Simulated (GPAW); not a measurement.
# GaN (P6_3mc) in GPAW: settings compared, part 2 of 2

GPAW 26.7.0.

**4. Relaxation of cell and atoms, BLYP+D3**

The input, run.py:

```python
from ase.calculators.mixing import SumCalculator
from ase.filters import FrechetCellFilter
from ase.io import read, write
from ase.optimize import BFGS
from dftd3.ase import DFTD3
from gpaw import GPAW, PW, setup_paths

setup_paths.insert(0, '.')

atoms = read('POSCAR')

calc = GPAW(mode=PW(800),
            xc='BLYP',
            kpts={'size': (7, 7, 4), 'gamma': True},
            occupations={'name': 'fermi-dirac', 'width': 0.05},
            nbands=18,
            convergence={'density': 1e-05, 'energy': 1e-05},
            maxiter=150,
            txt='gpaw.txt')
atoms.calc = SumCalculator([calc, DFTD3(method='blyp', damping='d3zero')])
opt = BFGS(FrechetCellFilter(atoms), trajectory='relax.traj', logfile='-')
done = opt.run(fmax=0.01, steps=60)
calc.write('gs.gpw')
write('result.traj', atoms)
print('Converged:', done)
print('Cell:', atoms.cell.cellpar().round(4))
print('Volume:', round(atoms.get_volume(), 4))
print(atoms.get_scaled_positions().round(5))
```

The input, POSCAR:

```
GaN
1.0
    3.1800000000      0.0000000000      0.0000000000
   -1.5900000000      2.7539607840      0.0000000000
    0.0000000000      0.0000000000      5.1660000000
Ga N
2 2
Direct
    0.6666666667      0.3333333333      0.5000000000
    0.3333333333      0.6666666667      0.0000000000
    0.6666666667      0.3333333333      0.8750000000
    0.3333333333      0.6666666667      0.3750000000
```

Potentials or basis: PAW data sets generated in the run's folder for this functional, pw.

Command:

```
$ gpaw-setup -f BLYP Ga N
$ OMP_NUM_THREADS=1 python run.py
```

gpaw.txt:

```text
__  _  _
 | _ |_)|_||  |
 |__||  | ||/\| - 26.7.0

Input parameters:
  mode=PW(ecut=800.0),
  convergence={'density': 1e-05, 'energy': 1e-05},
  kpts=MonkhorstPack(size=(7, 7, 4), gamma=True),
  maxiter=150,
  nbands=18,
  occupations=Occupations(name='fermi-dirac', width=0.05),
  xc=XC(name='BLYP')

Diagonalizing LCAO Hamiltonian
Converting LCAO to pw mode

           N

           Ga
        N

        Ga

Atoms  # Å, Bohr magnetons
|   | symbol |         x |        y |        z |    initial magnetic moments |
|---|--------|-----------|----------|----------|-----------------------------|
| 0 |     Ga |  1.590000 | 0.917987 | 2.583000 | ( 0.0000,  0.0000,  0.0000) |
| 1 |     Ga | -0.000000 | 1.835974 | 0.000000 | ( 0.0000,  0.0000,  0.0000) |
| 2 |      N |  1.590000 | 0.917987 | 4.520250 | ( 0.0000,  0.0000,  0.0000) |
| 3 |      N | -0.000000 | 1.835974 | 1.937250 | ( 0.0000,  0.0000,  0.0000) |

Unit cell  # Å
| periodic |         x |        y |        z |  lengths |     angles |
|----------|-----------|----------|----------|----------|------------|
|      yes |  3.180000 | 0.000000 | 0.000000 | 3.180000 |  90.000000 |
|      yes | -1.590000 | 2.753961 | 0.000000 | 3.180000 |  90.000000 |
|      yes |  0.000000 | 0.000000 | 5.166000 | 5.166000 | 120.000000 |

Number of symmetries: 6
Symmetry operations  # r_c * U_cc + t_c -> r_c
|   | kind |            matrix            |
|---|------|------------------------------|
| 0 |  σ   |  1, 1, 0,  0,-1, 0,  0, 0, 1 |
| 1 |  E   |  1, 0, 0,  0, 1, 0,  0, 0, 1 |
| 2 |  C3  |  0, 1, 0, -1,-1, 0,  0, 0, 1 |
| 3 |  σ   |  0,-1, 0, -1, 0, 0,  0, 0, 1 |
| 4 |  σ   | -1, 0, 0,  1, 1, 0,  0, 0, 1 |
| 5 |  C3  | -1,-1, 0,  1, 0, 0,  0, 0, 1 |
[... 185 lines left out ...]
Stress tensor  # eV/Ang^3
|         x |         y |         z |
|-----------|-----------|-----------|
| -0.118853 |  0.000000 |  0.000000 |
| -0.000000 | -0.118853 |  0.000000 |
|  0.000000 |  0.000000 | -0.134783 |

Forces  # eV/Ang
|       x |       y |        z |
|---------|---------|----------|
| 0.00000 | 0.00000 | -0.17263 |  # Ga   0
| 0.00000 | 0.00000 | -0.17260 |  # Ga   1
| 0.00000 | 0.00000 |  0.17358 |  # N    2
| 0.00000 | 0.00000 |  0.17270 |  # N    3

Interpolating wave functions to new cell

           N

           Ga
        N
[... 443 lines left out ...]
Stress tensor  # eV/Ang^3
|         x |         y |         z |
|-----------|-----------|-----------|
| -0.045797 | -0.000000 |  0.000000 |
| -0.000000 | -0.045797 | -0.000000 |
|  0.000000 | -0.000000 | -0.038857 |

Forces  # eV/Ang
|        x |       y |        z |
|----------|---------|----------|
|  0.00000 | 0.00000 |  0.07203 |  # Ga   0
| -0.00000 | 0.00000 |  0.07200 |  # Ga   1
|  0.00000 | 0.00000 | -0.07185 |  # N    2
| -0.00000 | 0.00000 | -0.07150 |  # N    3

Interpolating wave functions to new cell

           N

        N  Ga
[... 1131 lines left out ...]
Stress tensor  # eV/Ang^3
|         x |         y |         z |
|-----------|-----------|-----------|
| -0.036445 | -0.000000 |  0.000000 |
| -0.000000 | -0.036445 | -0.000000 |
|  0.000000 | -0.000000 | -0.034015 |

Forces  # eV/Ang
|        x |       y |        z |
|----------|---------|----------|
|  0.00000 | 0.00000 | -0.05022 |  # Ga   0
| -0.00000 | 0.00000 | -0.05022 |  # Ga   1
|  0.00000 | 0.00000 |  0.05070 |  # N    2
| -0.00000 | 0.00000 |  0.05061 |  # N    3

Interpolating wave functions to new cell

           N

        N  Ga
[... 210 lines left out ...]
Stress tensor  # eV/Ang^3
|         x |         y |         z |
|-----------|-----------|-----------|
| -0.037239 | -0.000000 |  0.000000 |
| -0.000000 | -0.037239 | -0.000000 |
|  0.000000 | -0.000000 | -0.033291 |

Forces  # eV/Ang
|        x |       y |        z |
|----------|---------|----------|
| -0.00000 | 0.00000 | -0.05009 |  # Ga   0
| -0.00000 | 0.00000 | -0.05010 |  # Ga   1
|  0.00000 | 0.00000 |  0.05055 |  # N    2
| -0.00000 | 0.00000 |  0.05047 |  # N    3

Interpolating wave functions to new cell

           N

        N  Ga
[... 217 lines left out ...]
Forces  # eV/Ang
|        x |        y |        z |
|----------|----------|----------|
|  0.00000 |  0.00000 | -0.04379 |  # Ga   0
| -0.00000 | -0.00000 | -0.04380 |  # Ga   1
|  0.00000 | -0.00000 |  0.04416 |  # N    2
| -0.00000 |  0.00000 |  0.04411 |  # N    3

# Writing to gs.gpw (mode='')
```

stdout:

```text
Step          Energy          fmax
BFGS:    0      -23.114885        1.129514
BFGS:    1      -23.154259        0.905795
BFGS:    2      -23.244256        0.114762
BFGS:    3      -23.246898        0.080158
BFGS:    4      -23.247497        0.036868
BFGS:    5      -23.247615        0.024186
BFGS:    6      -23.247591        0.028913
BFGS:    7      -23.247568        0.030100
BFGS:    8      -23.247588        0.021078
BFGS:    9      -23.247633        0.007316
Converged: True
Cell: [  3.2397   3.2397   5.3     90.      90.     120.    ]
Volume: 48.1744
[[0.66667 0.33333 0.49988]
 [0.33333 0.66667 0.99988]
 [0.66667 0.33333 0.87516]
 [0.33333 0.66667 0.37515]]
```

Run time: 2.1 min. Hardware: 1 thread of Intel Xeon Platinum 8488C (Sapphire Rapids), shared host; peak memory 0.3 GiB.

What came out:

```yaml
Free_energy: -23.2476 eV
Relaxed_volume: 12.04 Å³/atom
Relaxed_cell: a = 3.240 Å, b = 3.240 Å, c = 5.300 Å, α = 90.00°, β = 90.00°, γ = 120.00°
Space_group_after_relaxing_to_0.05_Å: P6_3mc (No. 186)
Energy_gained_by_relaxing: 33.2 meV/atom
Ionic_steps: 10
Pressure_after_relaxing: 0.1 GPa
Largest_force_after_relaxing: 0.005 eV/Å
Band_gap_on_the_k_mesh: 1.73 eV, direct
Dispersion_energy_per_atom: -0.311 eV
```

Forces in eV/Å, atoms in the order of the input:
```
Ga   0.000  0.000 -0.005
Ga   0.000  0.000 -0.005
N    0.000  0.000  0.005
N    0.000  0.000  0.005
```

The path:
```tsv
step	energy change (eV)	largest force (eV/Å)	pressure (GPa)	volume (Å³)
1	0.0000	0.1362	13.65	45.24
2	-0.0394	0.0538	11.13	45.71
3	-0.1294	0.1123	1.24	47.88
4	-0.1320	0.0783	0.17	48.15
5	-0.1326	0.0360	-0.13	48.22
6	-0.1327	0.0057	-0.11	48.22
7	-0.1327	0.0049	-0.04	48.20
8	-0.1327	0.0115	0.04	48.18
9	-0.1327	0.0115	0.08	48.17
10	-0.1327	0.0053	0.05	48.17
```

Final structure:
```
Ga N
1.0
     3.23969    0.00000    0.00000
    -1.61984    2.80565    0.00000
     0.00000    0.00000    5.30004
Ga N
2 2
Direct
  0.66667 0.33333 0.49988
  0.33333 0.66667 0.99988
  0.66667 0.33333 0.87516
  0.33333 0.66667 0.37515
```

Caveat: the data sets keep Ga 3d, Li 1s and Be 1s frozen, and some such compounds lay over 1.5 % in volume off other programs; later steps reuse the first step's grids. Zero-point motion and thermal expansion aren't in these numbers.

**5. Relaxation of cell and atoms, PBE+D3, target pressure 2 GPa, at which the enthalpy is minimised**

The input, run.py:

```python
from ase import Atoms
from ase.calculators.mixing import SumCalculator
from ase.filters import FrechetCellFilter
from ase.io import write
from ase.optimize import BFGS
from ase.units import GPa
from dftd3.ase import DFTD3
from gpaw import GPAW, PW

atoms = Atoms(['Ga', 'Ga', 'N', 'N'],
              cell=[[3.18, 0.0, 0.0],
                    [-1.59, 2.753960784, 0.0],
                    [0.0, 0.0, 5.166]],
              scaled_positions=[[0.6666666667, 0.3333333333, 0.5],
                                [0.3333333333, 0.6666666667, 0.0],
                                [0.6666666667, 0.3333333333, 0.875],
                                [0.3333333333, 0.6666666667, 0.375]],
              pbc=True)

calc = GPAW(mode=PW(800),
            xc='PBE',
            kpts={'size': (7, 7, 4), 'gamma': True},
            occupations={'name': 'fermi-dirac', 'width': 0.05},
            nbands=18,
            convergence={'density': 1e-05, 'energy': 1e-05},
            maxiter=150,
            txt='gpaw.txt')
atoms.calc = SumCalculator([calc, DFTD3(method='pbe', damping='d3zero')])
opt = BFGS(FrechetCellFilter(atoms, scalar_pressure=2 * GPa), trajectory='relax.traj', logfile='-')
done = opt.run(fmax=0.01, steps=40)
calc.write('gs.gpw')
write('result.traj', atoms)
print('Converged:', done)
print('Cell:', atoms.cell.cellpar().round(4))
print('Volume:', round(atoms.get_volume(), 4))
print(atoms.get_scaled_positions().round(5))
```

Potentials or basis: GPAW PAW data sets (gpaw-data 1.2.1), pw.

Command:

```
$ OMP_NUM_THREADS=1 python run.py
```

Wall time 80 s (1 thread of Intel Xeon Platinum 8488C (Sapphire Rapids), shared host); peak memory 0.26 GiB.

The run converged. Its results:

```
Free energy                                            : -24.9475 eV
Relaxed volume                                         : 11.84 Å³/atom
Relaxed cell                                           : a = 3.227 Å, b = 3.227 Å, c = 5.252 Å, α = 90.00°, β = 90.00°, γ = 120.00°
Space group after relaxing (to 0.05 Å)                 : P6_3mc (No. 186)
Energy change on relaxing (the enthalpy is what falls) : -25.2 meV/atom
Ionic steps                                            : 6
Pressure after relaxing                                : 2.0 GPa
Largest force after relaxing                           : 0.004 eV/Å
Band gap on the k mesh                                 : 1.77 eV, direct
Dispersion energy per atom                             : -0.166 eV
```

Forces in eV/Å, atoms in the order of the input:
```
Ga   0.000  0.000  0.004
Ga   0.000  0.000  0.004
N    0.000  0.000 -0.004
N    0.000  0.000 -0.004
```

Stress tensor (GPa, compression positive):
```
1.91 0.00 0.00
0.00 1.91 0.00
0.00 0.00 2.03
```

Step by step:
```csv
step,energy change (eV),largest force (eV/Å),pressure (GPa),volume (Å³)
1,0.0000,0.1668,12.23,45.24
2,-0.0276,0.0752,10.33,45.59
3,-0.0947,0.1145,3.12,47.09
4,-0.0993,0.0795,2.25,47.29
5,-0.1009,0.0253,1.91,47.37
6,-0.1008,0.0042,1.95,47.36
```

Final structure:
```
Ga N
1.0
     3.22684    0.00000    0.00000
    -1.61342    2.79453    0.00000
     0.00000    0.00000    5.25203
Ga N
2 2
Direct
  0.66667 0.33333 0.49914
  0.33333 0.66667 0.99914
  0.66667 0.33333 0.87585
  0.33333 0.66667 0.37584
```

Levels at points of the mesh, in eV from the valence-band top:
```
           k point  band 4  band 5  band 6  band 7  band 8  band 9  band 10  band 11  band 12  band 13
(0.00, 0.00, 0.00)   -0.98   -0.98   -0.03    0.00    0.00    1.77     4.11     9.08     9.76     9.76
(0.00, 0.00, 0.50)   -3.85   -0.51   -0.51   -0.51   -0.51    4.12     4.12     8.38     8.38    10.26
```

Caveat: the data sets keep Ga 3d, Li 1s and Be 1s frozen, and some such compounds lay over 1.5 % in volume off other programs; later steps reuse the first step's grids. A hybrid or GW would open this gap; PBE tends to underestimate it.

**6. For comparison**

An earlier run on the cell as given: functional PBE; potentials or basis GPAW PAW data sets (gpaw-data 1.2.1); cutoff 800 eV; basis pw; k mesh 10 × 10 × 5; occupations fermi-dirac, width 0.05 eV; no spin polarisation.

* Pressure: 15.3 GPa
* Largest force: 0.181 eV/Å
* Band gap on the k mesh: 2.09 eV, direct

**7. The runs side by side**

```csv
task,level,potentials or basis,cell,k mesh,cutoff (eV),smearing,optimizer,fmax,max steps,target pressure,gap on the mesh (eV),pressure (GPa),relaxed volume (Å³/atom),largest force (eV/Å)
single point,LDA,"the program's PAW data sets (release 1.2.1) made for this functional, pw",as given,8 × 8 × 4,600,fermi-dirac 0.01 eV,-,-,-,-,2.08,-2.7,-,0.17
relaxation of cell and atoms,OLYP+D4,"PAW data sets generated in the run's folder for this functional, pw",relaxed,7 × 7 × 4,800,fermi-dirac 0.05 eV,FIRE,0.02 eV/Å,60,-,2.29,-0.2,11.27,0.01
relaxation of cell and atoms,BLYP+D3,"PAW data sets generated in the run's folder for this functional, pw",relaxed,7 × 7 × 4,800,fermi-dirac 0.05 eV,BFGS,0.01 eV/Å,60,-,1.73,0.1,12.04,0.01
relaxation of cell and atoms,PBE+D3,"GPAW PAW data sets (gpaw-data 1.2.1), pw",relaxed to 2 GPa,7 × 7 × 4,800,fermi-dirac 0.05 eV,BFGS,0.01 eV/Å,40,2 GPa,1.77,2.0,-,-
single point,PBE,"GPAW PAW data sets (gpaw-data 1.2.1), pw",as given,10 × 10 × 5,800,fermi-dirac 0.05 eV,-,-,-,-,2.09,15.3,-,0.18
```

Alike in all rows: no spin polarisation.

Caveats: the data sets keep Ga 3d, Li 1s and Be 1s frozen, and some such compounds lay over 1.5 % in volume off other programs; later steps reuse the first step's grids (some runs); the cutoff is short for stress and forces, so pressures can be off by a GPa or more (some runs); so large a pressure means that the cell lies far from this level's equilibrium, or that cutoff or potentials fall short (some runs).

Total energies depend on the potentials used, so only differences within one code and one set of settings carry meaning.

**8. Comparison with measurements**

Step 2. Against the measured gap of GaN, 3.503 eV (direct; quoted in “Studying electronic properties in GaN without electrical contacts using γ-γ vs e−-γ Perturbed Angular Correlations”, 2019, pmc:6823545), the calculated 2.08 eV is off by -1.42 eV. Spin-orbit coupling on Ga is left out. The value is that of LDA, without temperature or zero-point motion. Semilocal functionals fall short of measured gaps as a rule.
